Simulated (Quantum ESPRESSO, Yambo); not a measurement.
# AgBr (Fm-3m): G0W0 with Yambo, start to end, part 3 of 3

How does a plane-wave GW calculation on AgBr (Fm-3m) run from the first input to the gap?

Quantum ESPRESSO 7.5 and Yambo 5.3.0; PBE and many-body steps on it, plane waves. Known limits of the many-body steps: not at the basis limit; d shell near the gap, gap tends to lie low; no spin-orbit coupling; coarse k mesh.

So far. Step 3 (Bands along the symmetry lines): The gap is 0.672 eV, as in the run before at this level. Step 4 (Empty states on the mesh, 4×4×4 mesh, 245 bands): On this mesh the gap is 0.672 eV.

The database entry behind the starting cell differs from later determinations by our own check (about 0.6 % short of the room-temperature cell), so it need not match the best structure at ambient conditions.

### Step 6. Screening and self-energy, 4×4×4 mesh, 245 bands, screening to 231.3 eV

G0W0 replaces the xc potential by the self-energy, built once from these orbitals. Only a window of levels is corrected, while the sums run over the empty bands that the input names.

This step: G0W0 on PBE, plane waves, norm-conserving pseudopotentials.

Contents of gw1.in:

```
HF_and_locXC
gw0
dyson
ppa
em1d
rim_cut
RandQpts= 1000000
RandGvec= 1 RL
EXXRLvcs= 76 Ry
VXCRLvcs= 304 Ry
Chimod= "HARTREE"
% BndsRnXp
 1 | 245 |
%
NGsBlkXp= 17 Ry
% LongDrXp
 1 | 1 | 1 |
%
% GbndRnge
 1 | 245 |
%
DysSolver= "n"
ExtendOut
PPAPntXp= 27.21138 eV
% QPkrange
 3 | 3 | 17 | 20 |
 1 | 1 | 17 | 20 |
%
```

Launch:

```console
OMP_NUM_THREADS=1 mpirun -n 4 yambo -F gw1.in -J gw1 -C gw1 > gw1.log
```

Log:

```text
 Yambo, version 5.3.0

 [02] CORE Variables Setup
 =========================

  [... cell, symmetries and grids as in the set-up ...]

  [02.05] Energies & Occupations
  ==============================

  [X] === General ===
  [X] Electronic Temperature                        :  0.000000  0.000000 [eV K]
  [X] Bosonic    Temperature                        :  0.000000  0.000000 [eV K]
  [X] Finite Temperature mode                       : no
  [X] El. density                                   :  0.76131E+24 [cm-3]
  [X] Fermi Level                                   :  9.717580 [eV]

  [X] === Gaps and Widths ===
  [X] Conduction Band Min                           :  0.672400 [eV]
  [X] Valence Band Max                              :  0.000000 [eV]
  [X] Filled Bands                                  :  18
  [X] Empty Bands                                   :   19  245
  [X] Direct Gap                                    :  2.604421 [eV]
  [X] Direct Gap localized at k                     :  1
  [X] Indirect Gap                                  :  0.672400 [eV]
  [X] Indirect Gap between kpts                     :  3  1
  [X] Last valence band width                       :  2.284116 [eV]
  [X] 1st conduction band width                     :  4.310293 [eV]

 [03] Transferred momenta grid and indexing
 ==========================================

 IBZ Q-points                                      :   8
 BZ  Q-points                                      :   64

 K/Q-points units:
 rlu = crystal or reduced units; cc = cartesian coordinates; iku = interal k-units

 Q [1]          [rlu]:  0.000000  0.000000  0.000000
 Q [2]          [rlu]:  0.11377E-17  0.11377E-17  0.25000
 Q [3]          [rlu]: -0.22755E-17 -0.22755E-17 -0.50000
 Q [4]          [rlu]: -0.11010E-17  0.25000      0.25000
 Q [5]          [rlu]:  0.15016E-16  0.25000      0.50000
 Q [6]          [rlu]: -0.22755E-17  0.25000     -0.25000
 Q [7]          [rlu]:  0.22019E-17 -0.50000     -0.50000
 Q [8]          [rlu]:  0.250000 -0.500000 -0.250000

 [04] Coloumb potential Random Integration (RIM)
 ===============================================

  [04.01] RIM initialization
  ==========================

  * Diagonal components only detected *

  8 x (sBL volume)        :  0.097165 [a.u.]
  sBZ random points       :  1000000
  Points outside the sBZ  :   7968281
  RL volume               :  0.777319 [a.u.]
  Integrated volume       :  0.780413 [a.u.]

  [04.02] RIM integrals
  =====================

  Gamma point sphere radius             :  0.083391 [a.u.]
  Points outside the sphere             :   800476
  [Int_sBZ(q=0) 1/q^2]*(Vol_sBZ)^(-1/3) =:  7.776341
                                 should be <:  7.795600

  Summary of Coulomb integrals for non-metallic bands |Q|[au] RIM/Bare

  Q [1] 0.100000E-4 0.997530 * Q [2] 0.250811 1.068455
  Q [4] 0.289612 1.066792 * Q [6] 0.409573 1.029758
  Q [5] 0.480267 1.022667 * Q [3] 0.501623 1.020719
  Q [7] 0.579224 1.017590 * Q [8] 0.647592 1.014588

 [05] Dipoles
 ============

  [05.01] Setup: observables and procedures
  =========================================

 [06] Dynamic Dielectric Matrix (PPA)
 ====================================

 [WR./gw1//ndb.pp]---------------------------------------------------------------
  Brillouin Zone Q/K grids (IBZ/BZ)                :    8   64    8   64
  RL vectors                                       :   4477 [WF]
  Coulomb cutoff potential                         : none
  Electronic Temperature                           :  0.000000 [K]
  Bosonic    Temperature                           :  0.000000 [K]
  PPA    diel. fun.  energies                      : Perdew, Burke & Ernzerhof(X)+Perdew, Burke & Ernzerhof(C)
  wavefunctions                                    : Perdew, Burke & Ernzerhof(X)+Perdew, Burke & Ernzerhof(C)
  Global Gauge                                     : length
  X matrix size                                    :   387
  X band range                                     :    1  245
  X e/h energy range                               : -1.000000 -1.000000 [eV]
  X Time ordering                                  : R
  X Hxc Kernel                                     : HARTREE
  X Drude frequency                                :  0.000000  0.000000
  X poles                                          :  100.0000 [o/o]
  RL vectors in the sum                            :   4477
  [r,Vnl] included                                 : yes
  Field direction                                  :  0.577350E-5  0.577350E-5  0.577350E-5
  BZ energy Double Grid                            : no
  BZ energy DbGd points                            : 0
  BZ Q point size factor                           : -1.000000
  X Optical Averaged directions                    : none

 [07] Local Exchange-Correlation + Non-Local Fock
 ================================================

 [VXC] Plane waves :  28571
 [EXS] Plane waves :   3647

 QP @ state[ 1 ] K range:  1  1
 QP @ state[ 1 ] b range:  17  20
 QP @ state[ 2 ] K range:  3  3
 QP @ state[ 2 ] b range:  17  20

 [xc] Functional : Perdew, Burke & Ernzerhof(X)+Perdew, Burke & Ernzerhof(C)
 [xc] LIBXC used to calculate xc functional
  PP Number of Atomic Species                      :  2
  NLCC RL compoments                               :  28571
  PP Number of Atomic Species                      :  2
  NLCC RL compoments                               :  28571

 [xc] E_xc :  -26.50683 [Ha]
      E_xc :  -53.01365 [Ry]

  Local XC kind (lXC) : Perdew, Burke & Ernzerhof(X)+Perdew, Burke & Ernzerhof(C)
  Non-Local XC kind (nlXC) : Hartree-Fock

  Corrections @ K [1] :  [eV]
 <17|nlXC|17> = -19.87250  0.10251E-16 <17|lXC|17> = -14.93821 -0.37763E-15
 <18|nlXC|18> = -19.87259 -0.53056E-17 <18|lXC|18> = -14.93821  0.000000
 <19|nlXC|19> = -7.964384 -0.54305E-17 <19|lXC|19> = -11.69944  0.000000
 <20|nlXC|20> = -6.579030 -0.11387E-18 <20|lXC|20> = -11.72707  0.000000

  Corrections @ K [3] :  [eV]
 <17|nlXC|17> = -26.16305  0.33499E-19 <17|lXC|17> = -20.98153 -0.23602E-16
 <18|nlXC|18> = -26.16306 -0.20615E-16 <18|lXC|18> = -20.98153  0.21242E-15
 <19|nlXC|19> = -5.459484  0.65554E-19 <19|lXC|19> = -9.398565  0.000000
 <20|nlXC|20> = -9.525898 -0.92742E-18 <20|lXC|20> = -14.59550 -0.17702E-15

 [08] Dyson equation: Newton solver
 ==================================

  [08.01] G0W0 (W PPA)
  ====================

  [  GW  ] Bands range     :    1  245
  [GW/PPA] G damping       :  0.100000 [eV]

  QP @ state[ 1 ] K range:  1  1
  QP @ state[ 1 ] b range:  17  20
  QP @ state[ 2 ] K range:  3  3
  QP @ state[ 2 ] b range:  17  20

   Sc/G bands                                       :    1  245
   Sc/G damping                                     :  0.100000 ev
   Sc bands terminator                              : no
   Sx RL components                                 :   3647

   QP @ state[ 1 ] K range                          :  1  1
   QP @ state[ 1 ] b range                          :  17  20
   QP @ state[ 2 ] K range                          :  3  3
   QP @ state[ 2 ] b range                          :  17  20
   GF energies kind                                 : Perdew, Burke & Ernzerhof(X)+Perdew, Burke & Ernzerhof(C)
   GF WF`s kind                                     : Perdew, Burke & Ernzerhof(X)+Perdew, Burke & Ernzerhof(C)
   Xs energies kind                                 : Perdew, Burke & Ernzerhof(X)+Perdew, Burke & Ernzerhof(C)
   Xs WF`s kind                                     : Perdew, Burke & Ernzerhof(X)+Perdew, Burke & Ernzerhof(C)

 [11] Game Over & Game summary
```

Run time: 6.3 min. Hardware: 4 MPI ranks of Arm Neoverse V1, shared host; peak memory 2 GiB.

This step gave:

| Item | Value |
| --- | --- |
| G0W0 gap on the points computed | 2.086 eV |
| starting gap on the mesh | 0.6724 eV |
| k of the valence top | 0, 0, -0.5 |
| k of the conduction bottom | 0, 0, 0 |
| least direct G0W0 gap on the computed points | 4.523 eV |
| Z at the valence top | 0.8016 |
| Z at the conduction bottom | 0.8278 |

The gap on the mesh goes from 0.67 eV to 2.09 eV, a correction of +1.41 eV.

Limits: finite bands, cutoff and mesh; d shell near the gap, gap tends to lie low; no spin-orbit coupling; coarse k mesh. v1 is the top filled band, c1 the lowest empty one. Levels before and after the correction, in eV, zero at the valence-band top of each column:

```csv
,conduction bottom,valence top
Kohn-Sham,0.67,0.00
G0W0,2.09,0.00
```

```csv
,level,energy (eV)
Kohn-Sham,Γ v2-v1,-1.932
Kohn-Sham,Γ c1,0.672
Kohn-Sham,Γ c2,9.929
Kohn-Sham,(0 0 -0.5) v2-v1,0.000
Kohn-Sham,(0 0 -0.5) c1,3.740
Kohn-Sham,(0 0 -0.5) c2,6.595
G0W0,Γ v2-v1,-2.437
G0W0,Γ c1,2.086
G0W0,Γ c2,11.934
G0W0,(0 0 -0.5) v2-v1,0.000
G0W0,(0 0 -0.5) c1,5.175
G0W0,(0 0 -0.5) c2,8.074
```

### Step 7. Where the time went

Times are wall times on the hardware named with each run, good to a factor of about two.

```csv
step,time,share,memory (GiB)
ground state,7 s,2 %,0.28
bands along the symmetry lines,5.4 s,1 %,0.23
empty states on the mesh,21 s,5 %,0.51
conversion and set-up,2.5 s,1 %,0.25
screening and self-energy,6.3 min,91 %,2.0
```

### Step 8. Results

```yaml
pbe_gap: 0.67 eV, indirect
g0w0_gap_on_the_mesh: 2.09 eV
gw_settings: 4×4×4 mesh, 245 bands, screening to 231.3 eV, Godby-Needs plasmon pole
known_limits: not at the basis limit; d shell near the gap, gap tends to lie low; no spin-orbit coupling; coarse k mesh
```

What this shows: G0W0 moves the gap on the mesh from 0.67 eV to 2.09 eV (+1.41 eV), with Z of 0.80 and 0.83 at the edges. Only 2 of the mesh's irreducible points were corrected, so a valley elsewhere could overtake. The dearest step here is «screening and self-energy». Bands and cutoff are finite, so the gap is not at the basis limit. The miss can reach some tenths of an eV and take either sign; the mesh is an error of its own. In the G0W0 run levels were corrected at 2 k points alone, so a gap called «on the mesh» is the least over those, and an edge elsewhere would be missed. The 4×4×4 mesh is coarse for this cell, which bears on the long-range parts of exchange and screening. A d shell, filled or nearly so, lies near the gap. One-shot GW converges very slowly in bands there, not always from below, and on a semilocal start the gap tends to come out low; starts rich in exact exchange can overshoot instead. The many-body steps are scalar-relativistic: spin-orbit coupling is not in them.

[Paths, hosts, dates, memory and timing lines, banners, echoed tables and standing remarks are left out of the program output.]

[Logs are printed without paths, hosts, clocks, repeated set-up lines and the standing remarks that a program may print on its own settings, such as how far it seeks lower states.]

[Runs of the session that timed out or met a known fault of the program may be left out.]

[Hosts, paths, dates, database ids (printed as entryN), source tags and the programs' standing remarks are cut or masked in the printed files.]
